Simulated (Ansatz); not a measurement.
Input and output for InP (rocksalt type): DFT, PBE, all-electron LAPW, scalar-relativistic (Ansatz 0.2.0). This run: rocksalt relaxed under pressure.

The cell comes from a relaxation on PAW files under the same functional, begun from a prototype that needn't be the stable phase.

Command: `ansatz run input.yaml --threads 1 --pin off --max-ram 3584MiB --backend cpu --events-out ev --progress --plain --runs-dir out` It took 15 s on 1 thread of Intel(R) Xeon(R) 6975P-C (Granite Rapids), with other jobs on the host, peak memory 0.5 GiB.

```yaml
crystal:
  lattice:
    - [0.0, 2.6338317032, 2.6338317032]
    - [2.6338317032, 0.0, 2.6338317032]
    - [2.6338317032, 2.6338317032, 0.0]
  atoms:
    - { symbol: In, position: [0.0, 0.0, 0.0] }
    - { symbol: P, position: [0.5, 0.5, 0.5] }
kpoints:
  mp_grid: { grid: [14, 14, 14] }
scf:
  occupations: { method: fermi_dirac, width: 0.05 }
hamiltonian:
  xc: pbe
  pseudopotentials: { kind: all_electron, lapw: { basis_error: 0.0005 } }
output:
  forces: true
  stress: true
  eigenvalues: true
relax:
  f_tol: 0.005
  max_steps: 12
  cell: { p_target: 16.0, stress_tol: 0.03 }
```

Output:

```
The last accepted step is kept in <dir> (removed where the run ends without a failure and the disk answers)
LAPW: plane waves up to 8.286 Å⁻¹, error target 5.0e-4 eV per atom; small_component_spin mean_spin; P in spheres of 1.118 Å, 13 of its electrons in bands, Dirac shells []; In in spheres of 1.437 Å, 21 of its electrons in bands, Dirac shells [] (how accurate: hamiltonian.pseudopotentials.lapw.basis_error, Limitations)
Engine: ansatz 0.2.0
Pseudopotentials: kind: all_electron
Pseudopotential: In, LAPW, valence charge 21, lapw/all_electron/scalar/gaussian/In, Koelling and Harmon's equation, gaussian nucleus
Pseudopotential: P, LAPW, valence charge 13, lapw/all_electron/scalar/gaussian/P, Koelling and Harmon's equation, gaussian nucleus
Functional definition: PBE
  parameter kappa = 0.804
  parameter beta = 0.06672455060314922
  exchange = pbe_x(kappa = kappa, mu = beta*pi^2/3)
  correlation = pbe_c(beta = beta)
Crystal: 2 atoms, lattice volume = 36.542 Å³
Basis set: ecut = 261.57387362632426 eV, 339 PW (Γ), exchange–correlation at level 2
Bands: 21, of which v1, the nominal top of the filled ones, is band 17 counted from 1 (16 counted from 0)
Symmetry: 48 space group operations
Space group: Fm-3m (ITA 225), of the structure as read, at distance tolerance 3.3e-5 Å
k-points: 104 of 2744
Non-local potential: In, projectors of the file, none
Non-local potential: P, projectors of the file, none
Initial density: superposition of atomic densities (chi_scale 0.1, normalization cell, long waves kept (reshape's long-wave potential 0.00 eV rms))
Initial wavefunctions: plane waves of lowest kinetic energy (no species holds an atomic orbital)
Functional: x = pbe(κ = 0.804, μ = 0.2195149727645171), c = pbe(β = 0.06672455060314922)
iter 1 solved again at ethr=2.66e-3 eV; its pass at ethr=1.00e-1 eV (dr2=9.04e-1 eV) is discarded
SCF iter   1: F=—  HF=-169355.048563 eV  |F-HF|=—  |Δ(HF+E_count)|=         —  Δρ=3.74e-2  dr2=9.05e-1  ethr=2.66e-3  ⟨swp⟩=2.0  Hψ=14594  notcnv=0
preconditioner: auto → Kerker (q_TF=auto, 2.696 Å⁻¹)  [metal: Δε(μ)=0.010 eV  Ē_g=14.806 eV  σ=0.050 eV  W_gap=0.05  n_scr=14 (ndim 8)  ℏωp=26.1 eV  f_vac=0.000  D(μ)=0.67/eV (n_scr^D=0)]
SCF iter   2: F=—  HF=-169354.742831 eV  |F-HF|=—  |Δ(HF+E_count)|=   3.06e-1  Δρ=1.95e-2  dr2=2.42e-1  ethr=2.66e-3  ⟨swp⟩=2.0  Hψ=6448  notcnv=0
SCF iter   3: F=—  HF=-169354.695902 eV  |F-HF|=—  |Δ(HF+E_count)|=   4.69e-2  Δρ=1.02e-2  dr2=6.69e-2  ethr=7.12e-4  ⟨swp⟩=2.0  Hψ=6449  notcnv=0  defer=1
iter 4 solved again at ethr=1.45e-5 eV; its pass at ethr=1.97e-4 eV (dr2=4.93e-3 eV) is discarded
SCF iter   4: F=—  HF=-169354.687434 eV  |F-HF|=—  |Δ(HF+E_count)|=         —  Δρ=3.07e-3  dr2=4.91e-3  ethr=1.45e-5  ⟨swp⟩=2.0  Hψ=10939  notcnv=0
the basis was enlarged: its passes take 55.5 KiB over the memory plan, 1 of 1 planned eigensolver slots
SCF iter   5: F=—  HF=-169354.687378 eV  |F-HF|=—  |Δ(HF+E_count)|=   5.58e-5  Δρ=6.31e-4  dr2=1.04e-4  ethr=1.44e-5  ⟨swp⟩=2.0  Hψ=6053  notcnv=0
SCF iter   6: F=—  HF=-169354.687455 eV  |F-HF|=—  |Δ(HF+E_count)|=   7.66e-5  Δρ=2.66e-4  dr2=2.27e-5  ethr=3.07e-7  ⟨swp⟩=3.0  Hψ=6261  notcnv=0
SCF iter   7: F=—  HF=-169354.687472 eV  |F-HF|=—  |Δ(HF+E_count)|=   1.70e-5  Δρ=4.52e-5  dr2=6.43e-7  ethr=6.67e-8  ⟨swp⟩=3.0  Hψ=6410  notcnv=0
SCF iter   8: F=-169354.687472 eV  HF=-169354.687472 eV  |F-HF|=2.10e-8  |Δ(HF+E_count)|=   5.79e-7  Δρ=1.12e-5  dr2=5.84e-8  ethr=1.89e-9  ⟨swp⟩=3.0  Hψ=6443  notcnv=0
SCF 1 converged in 8 iterations: F = -169354.687472 eV  dr2 = 5.84e-8
relax step   1: F+E_penalty+E_count = -169354.68747237 eV  Δ(F+E_penalty+E_count) = +0.000e0 eV  max|allowed force component| = 5.454e-31 eV/Å  Δτ_max = 0.0000 Å  P = +16.021 GPa  Ω = 36.542 Å³  (8 SCF iters, accepted)
Initial density: handed on by an earlier stage of this run
Initial wavefunctions: those handed on with the density
iter 1 solved again at ethr=1.29e-10 eV; its pass at ethr=1.00e-1 eV (dr2=4.37e-8 eV) is discarded
SCF iter   1: F=—  HF=-169354.687472 eV  |F-HF|=—  |Δ(HF+E_count)|=         —  Δρ=9.94e-6  dr2=4.37e-8  ethr=1.29e-10  ⟨swp⟩=4.5  Hψ=10919  notcnv=0
preconditioner: auto → Kerker (q_TF=auto, 2.696 Å⁻¹)  [metal: Δε(μ)=0.032 eV  Ē_g=15.472 eV  σ=0.050 eV  W_gap=0.16  n_scr=14 (ndim 8)  ℏωp=26.1 eV  f_vac=0.000  D(μ)=0.96/eV (n_scr^D=8)]
SCF iter   2: F=-169354.687472 eV  HF=-169354.687472 eV  |F-HF|=3.35e-9  |Δ(HF+E_count)|=   3.12e-8  Δρ=6.78e-6  dr2=1.97e-8  ethr=1.29e-10  ⟨swp⟩=2.0  Hψ=6049  notcnv=0
SCF 2 converged in 2 iterations: F = -169354.687472 eV  dr2 = 1.97e-8
relax step   2: F+E_penalty+E_count = -169354.68747239 eV  Δ(F+E_penalty+E_count) = -2.031e-8 eV  max|allowed force component| = 7.642e-31 eV/Å  Δτ_max = 0.0000 Å  P = +16.020 GPa  Ω = 36.542 Å³  stress off target by 1.99e-2 GPa  SCF on the basis re-selected at this cell (its energy is not comparable with the rows above)  (2 SCF iters)
basis re-selected at this cell: Δ(F+E_penalty+E_count) = -2.031e-8 eV, ΔP = -0.001 GPa vs the last step (what re-selecting the basis moved, after the strain that the cell walked since its last selection, with what the two solves' SCF thresholds leave and, on support functions, any second-order correction that the steps lacked; it is no measure of the basis error at this ecutwfc). This SCF's stress stands 1.99e-2 GPa from its target on what of the cell is left free (relax.cell.stress_tol is 3.00e-2 GPa) and its largest allowed force component is 7.64e-31 eV/Å (relax.f_tol is 5.00e-3 eV/Å): within both
SCF converged after 2 iterations
Free energy (F): -169354.687472 eV
Harris-Foulkes:  -169354.687472 eV  (|F-HF|=3.35e-9)
Internal energy: -169354.679494 eV  (E = F + TS)
E sigma→0 (E₀):  -169354.683483 eV
Entropy (-TS):   -0.007979 eV (-3.989 meV/atom)
Fermi energy:    14.394316 eV
--- Per-component energies (eV) ---
  E_band       = -1413.753136
  E_kinetic    = 177338.748756
  E_xc         = -4987.364442
  E_electrostatic = -341706.063808  (all electrons and nuclei)
  E_smearing   = -0.007979  (= −TS)
  E_closure    = 0.000000  (closes the sum)
  E_atoms      = -169347.050426  (free atoms, spherical and without spin; not in F)
  Σ components = -169354.687472   (vs F -169354.687472, Δ=0.00e0)
  Basis errors (estimates in eV, not in F): energy 1.9e-4 per atom: plane waves 1.7e-4 (9.5e-5 summed), levels above the bands 3.2e-65, relativity 1.4e-8, radial functions 2.0e-5, core shells 6.2e-8; eigenvalues (radial functions only) 3.4e-7; not estimated: angular momenta, meshes, grids; target (lapw.basis_error) 5.0e-4; muffin-tin radii P 1.118 Å, In 1.437 Å
--- Forces (eV/Å), atoms counted from 1 ---
  atom   1  In     0.00000000     0.00000000     0.00000000
  atom   2  P      0.00000000    -0.00000000    -0.00000000
  max |Σ_I F_I| component: 1.76e-30 eV/Å
--- Stress (GPa, compression-positive) ---
       16.019933       0.000000       0.000000
        0.000000      16.019933       0.000000
        0.000000       0.000000      16.019933
  P = ⅓ Tr σ = 16.0199 GPa (160.199 kbar)
--- Band table (eV; the first three rows and the last of 104) ---
  k-point 0: bands = ["-153.4172", "-103.8918", "-103.8918", "-103.8918", "-100.8422", "-59.3338", "-59.3338", "-59.3338", "-0.0536", "-0.0536", "-0.0231", "-0.0231", "-0.0231", "1.1766", "13.9998", "13.9998", "13.9998", "16.2613", "21.5117", "21.5117", "21.5117"]
  k-point 1: bands = ["-153.4172", "-103.8918", "-103.8918", "-103.8918", "-100.8422", "-59.3339", "-59.3338", "-59.3338", "-0.0575", "-0.0575", "-0.0239", "-0.0179", "-0.0179", "1.2516", "13.3367", "14.0149", "14.0149", "16.8021", "21.0699", "21.5194", "21.5194"]
  k-point 2: bands = ["-153.4172", "-103.8918", "-103.8918", "-103.8918", "-100.8422", "-59.3340", "-59.3338", "-59.3338", "-0.0713", "-0.0713", "-0.0270", "-0.0005", "-0.0005", "1.4760", "12.0982", "14.0626", "14.0626", "17.5744", "20.5264", "21.0816", "21.0816"]
  k-point 103: bands = ["-153.4172", "-103.8918", "-103.8918", "-103.8918", "-100.8422", "-59.3348", "-59.3346", "-59.3344", "-0.4569", "-0.0595", "-0.0201", "0.0418", "0.1617", "5.4590", "9.2523", "9.4152", "10.0572", "16.9073", "19.9335", "20.4936", "21.9949"]
--- Relaxed structure (1 steps of the walk, 1 accepted, 1 SCFs on fresh bases) ---
  F+E_penalty+E_count = -169354.68747239 eV   max|allowed force component| = 7.642e-31 eV/Å   (the final SCF, on the basis selected at the relaxed cell)
  cell:  # Å, volume = 36.5421 Å³
    - [0.0, 2.6338317032, 2.6338317032]
    - [2.6338317032, 0.0, 2.6338317032]
    - [2.6338317032, 2.6338317032, 0.0]
  atoms:
    - { symbol: In, position: [0.0, 0.0, 0.0] }
    - { symbol: P, position: [0.5, 0.5, 0.5] }
```

Next run (CsCl relaxed under pressure), as changes to the input before:

```diff
   lattice:
-    - [0.0, 2.6338317032, 2.6338317032]
-    - [2.6338317032, 0.0, 2.6338317032]
-    - [2.6338317032, 2.6338317032, 0.0]
+    - [3.2596339575, 0.0, 0.0]
+    - [0.0, 3.2596339575, 0.0]
+    - [0.0, 0.0, 3.2596339575]
   atoms:
 kpoints:
-  mp_grid: { grid: [14, 14, 14] }
+  mp_grid: { grid: [13, 13, 13] }
 scf:
```

Command: `ansatz run input.yaml --threads 1 --pin off --max-ram 3584MiB --backend cpu --events-out ev --progress --plain --runs-dir out` It took 10 s on 1 thread of Intel(R) Xeon(R) 6975P-C (Granite Rapids), with other jobs on the host, peak memory 0.44 GiB.

Results part of the output:

```
basis re-selected at this cell: Δ(F+E_penalty+E_count) = -1.208e-8 eV, ΔP = -0.001 GPa vs the last step (what re-selecting the basis moved, after the strain that the cell walked since its last selection, with what the two solves' SCF thresholds leave and, on support functions, any second-order correction that the steps lacked; it is no measure of the basis error at this ecutwfc). This SCF's stress stands 2.78e-2 GPa from its target on what of the cell is left free (relax.cell.stress_tol is 3.00e-2 GPa) and its largest allowed force component is 9.60e-30 eV/Å (relax.f_tol is 5.00e-3 eV/Å): within both
SCF converged after 2 iterations
Free energy (F): -169353.961289 eV
Harris-Foulkes:  -169353.961289 eV  (|F-HF|=1.48e-9)
Internal energy: -169353.953362 eV  (E = F + TS)
E sigma→0 (E₀):  -169353.957325 eV
Entropy (-TS):   -0.007927 eV (-3.963 meV/atom)
Fermi energy:    15.842532 eV
--- Per-component energies (eV) ---
  E_band       = -1377.733082
  E_kinetic    = 177337.574181
  E_xc         = -4986.763800
  E_electrostatic = -341704.763743  (all electrons and nuclei)
  E_smearing   = -0.007927  (= −TS)
  E_closure    = 0.000000  (closes the sum)
  E_atoms      = -169347.050426  (free atoms, spherical and without spin; not in F)
  Σ components = -169353.961289   (vs F -169353.961289, Δ=0.00e0)
  Basis errors (estimates in eV, not in F): energy 1.5e-4 per atom: plane waves 1.4e-4 (7.2e-5 summed), levels above the bands 1.4e-49, relativity 7.5e-9, radial functions 1.7e-5, core shells 5.8e-9; eigenvalues (radial functions only) 6.4e-7; not estimated: angular momenta, meshes, grids; target (lapw.basis_error) 5.0e-4; muffin-tin radii P 1.191 Å, In 1.548 Å
--- Forces (eV/Å), atoms counted from 1 ---
  atom   1  In    -0.00000000     0.00000000     0.00000000
  atom   2  P      0.00000000    -0.00000000    -0.00000000
  max |Σ_I F_I| component: 5.92e-30 eV/Å
--- Stress (GPa, compression-positive) ---
       15.972247       0.000000       0.000000
        0.000000      15.972247       0.000000
        0.000000       0.000000      15.972247
  P = ⅓ Tr σ = 15.9722 GPa (159.722 kbar)
--- Band table (eV; the first three rows and the last of 84) ---
  k-point 0: bands = ["-152.7943", "-103.2825", "-103.2825", "-103.2825", "-99.6283", "-58.1193", "-58.1193", "-58.1193", "0.9203", "0.9203", "1.3606", "1.3606", "1.3606", "1.9433", "14.7007", "14.7007", "14.7007", "15.3278", "20.3207", "20.3207", "27.5819"]
  k-point 1: bands = ["-152.7943", "-103.2826", "-103.2825", "-103.2825", "-99.6283", "-58.1196", "-58.1193", "-58.1193", "0.9227", "0.9388", "1.3506", "1.3506", "1.3616", "2.0213", "13.6038", "14.7832", "14.7832", "16.1039", "20.3605", "20.7880", "26.7798"]
  k-point 2: bands = ["-152.7943", "-103.2826", "-103.2825", "-103.2825", "-99.6282", "-58.1205", "-58.1192", "-58.1192", "0.9295", "0.9886", "1.3231", "1.3231", "1.3646", "2.2548", "12.1276", "15.0248", "15.0248", "16.7879", "20.4770", "21.9405", "25.4066"]
  k-point 83: bands = ["-152.7943", "-103.2826", "-103.2826", "-103.2826", "-99.6276", "-58.1240", "-58.1240", "-58.1240", "0.9448", "0.9543", "0.9543", "1.5344", "1.5344", "7.4454", "12.6816", "13.0294", "13.0294", "14.8963", "15.2945", "15.2945", "16.7978"]
--- Relaxed structure (1 steps of the walk, 1 accepted, 1 SCFs on fresh bases) ---
  F+E_penalty+E_count = -169353.96128870 eV   max|allowed force component| = 9.598e-30 eV/Å   (the final SCF, on the basis selected at the relaxed cell)
  cell:  # Å, volume = 34.6343 Å³
    - [3.2596339575, 0.0, 0.0]
    - [0.0, 3.2596339575, 0.0]
    - [0.0, 0.0, 3.2596339575]
  atoms:
    - { symbol: In, position: [0.0, 0.0, 0.0] }
    - { symbol: P, position: [0.49999999999999994, 0.49999999999999994, 0.49999999999999994] }
```

Next run (zincblende relaxed under pressure), as changes to the input before:

```diff
   lattice:
-    - [3.2596339575, 0.0, 0.0]
-    - [0.0, 3.2596339575, 0.0]
-    - [0.0, 0.0, 3.2596339575]
+    - [0.0, 2.8078211531, 2.8078211531]
+    - [2.8078211531, 0.0, 2.8078211531]
+    - [2.8078211531, 2.8078211531, 0.0]
   atoms:
-    - { symbol: P, position: [0.5, 0.5, 0.5] }
+    - { symbol: P, position: [0.25, 0.25, 0.25] }
 kpoints:
-  mp_grid: { grid: [13, 13, 13] }
+  mp_grid: { grid: [12, 12, 12] }
 scf:
```

Results part of the output:

```
basis re-selected at this cell: Δ(F+E_penalty+E_count) = -1.659e-9 eV, ΔP = +0.000 GPa vs the last step (what re-selecting the basis moved, after the strain that the cell walked since its last selection, with what the two solves' SCF thresholds leave and, on support functions, any second-order correction that the steps lacked; it is no measure of the basis error at this ecutwfc). This SCF's stress stands 1.29e-2 GPa from its target on what of the cell is left free (relax.cell.stress_tol is 3.00e-2 GPa) and its largest allowed force component is 6.71e-17 eV/Å (relax.f_tol is 5.00e-3 eV/Å): within both
SCF converged after 2 iterations
Free energy (F): -169355.067593 eV
Harris-Foulkes:  -169355.067593 eV  (|F-HF|=3.75e-9)
Internal energy: -169355.067593 eV  (E = F + TS)
E sigma→0 (E₀):  -169355.067593 eV
Fermi energy:    11.877912 eV
--- Per-component energies (eV) ---
  E_band       = -5689.691907
  E_kinetic    = 177341.755721
  E_xc         = -4987.377077
  E_electrostatic = -341709.446237  (all electrons and nuclei)
  E_smearing   = -0.000000  (= −TS)
  E_closure    = 0.000000  (closes the sum)
  E_atoms      = -169347.050426  (free atoms, spherical and without spin; not in F)
  Σ components = -169355.067593   (vs F -169355.067593, Δ=0.00e0)
  Basis errors (estimates in eV, not in F): energy 2.2e-4 per atom: plane waves 2.0e-4 (1.2e-4 summed), levels above the bands 8.7e-71, relativity 1.0e-8, radial functions 2.1e-5, core shells 1.0e-8; eigenvalues (radial functions only) 2.5e-7; not estimated: angular momenta, meshes, grids; target (lapw.basis_error) 5.0e-4; muffin-tin radii P 1.044 Å, In 1.315 Å
--- Forces (eV/Å), atoms counted from 1 ---
  atom   1  In    -0.00000000     0.00000000    -0.00000000
  atom   2  P      0.00000000     0.00000000     0.00000000
  max |Σ_I F_I| component: 2.31e-17 eV/Å
--- Stress (GPa, compression-positive) ---
       15.987076      -0.000000      -0.000000
       -0.000000      15.987076       0.000000
       -0.000000       0.000000      15.987076
  P = ⅓ Tr σ = 15.9871 GPa (159.871 kbar)
--- Band table (eV; the first three rows and the last of 72) ---
  k-point 0: bands = ["-416.7093", "-416.7093", "-416.7083", "-416.7083", "-416.7083", "-156.5548", "-107.0223", "-107.0223", "-107.0223", "-104.0383", "-62.5300", "-62.5300", "-62.5300", "-3.3869", "-3.3869", "-3.3869", "-3.1585", "-3.1585", "-1.3378", "11.1436", "11.1436", "11.1436", "12.5415", "15.1953", "15.1953", "15.1953", "20.3594"]
  k-point 1: bands = ["-416.7093", "-416.7093", "-416.7083", "-416.7083", "-416.7083", "-156.5548", "-107.0223", "-107.0223", "-107.0223", "-104.0383", "-62.5300", "-62.5300", "-62.5300", "-3.4029", "-3.3816", "-3.3816", "-3.1586", "-3.1586", "-1.2387", "10.2763", "11.0328", "11.0328", "13.0742", "15.2840", "15.3538", "15.3538", "20.3194"]
  k-point 2: bands = ["-416.7093", "-416.7093", "-416.7083", "-416.7083", "-416.7083", "-156.5548", "-107.0223", "-107.0223", "-107.0223", "-104.0383", "-62.5301", "-62.5300", "-62.5300", "-3.4434", "-3.3679", "-3.3679", "-3.1581", "-3.1581", "-0.9515", "8.8607", "10.7661", "10.7661", "13.3897", "15.7067", "15.7067", "15.8382", "19.8238"]
  k-point 71: bands = ["-416.7093", "-416.7093", "-416.7083", "-416.7083", "-416.7083", "-156.5548", "-107.0223", "-107.0223", "-107.0223", "-104.0382", "-62.5303", "-62.5303", "-62.5302", "-3.6213", "-3.2942", "-3.2434", "-3.1915", "-3.1366", "1.7962", "4.9688", "7.6004", "7.6111", "15.4178", "16.0196", "16.9930", "17.3156", "22.3644"]
--- Relaxed structure (1 steps of the walk, 1 accepted, 1 SCFs on fresh bases) ---
  F+E_penalty+E_count = -169355.06759288 eV   max|allowed force component| = 6.708e-17 eV/Å   (the final SCF, on the basis selected at the relaxed cell)
  cell:  # Å, volume = 44.2729 Å³
    - [0.0, 2.8078211531, 2.8078211531]
    - [2.8078211531, 0.0, 2.8078211531]
    - [2.8078211531, 2.8078211531, 0.0]
  atoms:
    - { symbol: In, position: [0.0, 0.0, 0.0] }
    - { symbol: P, position: [0.25, 0.25, 0.25] }
```
